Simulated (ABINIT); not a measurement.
Runs of ABINIT 10.8.3 (patched build) on SnO2 (Cassiterite). Symmetry: P4_2/mnm, No. 136, tetragonal system. Conventional cell: a = 4.738 Å, b = 4.738 Å, c = 3.187 Å, α = 90.00°, β = 90.00°, γ = 90.00°. Sn (site symmetry mmm) has 6 O at 2.05 to 2.06 Å as nearest neighbours. Around O (site symmetry m2m) lie 3 Sn at 2.05 to 2.06 Å. 

| level | potentials or basis | k mesh | mesh quality | gap on the mesh (eV) | pressure (GPa) | largest force (eV/Å) |
| --- | --- | --- | --- | --- | --- | --- |
| LDA | JTH PAW LDA v2.0 | 2 × 2 × 3 | coarse | 1.11 | -2.0 | 0.13 |
| PBEsol | JTH PAW PBE v2.0 | 5 × 5 × 6 | not flagged | 1.18 | 3.8 | 0.20 |
| LDA | JTH PAW LDA v2.0 | 4 × 4 × 5 | not flagged | 1.13 | -1.6 | 0.14 |
| PBEsol | JTH PAW PBE v2.0 | 2 × 2 × 3 | coarse | (a) | (b) | 0.19 |
| LDA | JTH PAW LDA v2.0 | 5 × 5 × 6 | not flagged | 1.13 | -1.6 | 0.14 |
| PBEsol | JTH PAW PBE v2.0 | 4 × 4 × 5 | not flagged | 1.18 | 3.8 | 0.20 |

Alike in all rows: task single point; no spin polarisation; cell as given; cutoff (eV) 626; smearing fermi-dirac 0.05 eV.

Question: Estimate the missing entries.

Answer: (a) 1.16; (b) 3.4.

Caveats: some runs use coarse meshes; spin-orbit coupling is left out, which moves the levels of the heavy elements; the atomic spheres overlap; the PAW data sets were made with another functional, which shifts forces and pressure a little (some runs).

A k mesh can miss the band edges, and the runs leave out spin-orbit coupling on Sn.

Runs at the PBE level aren't shown here.
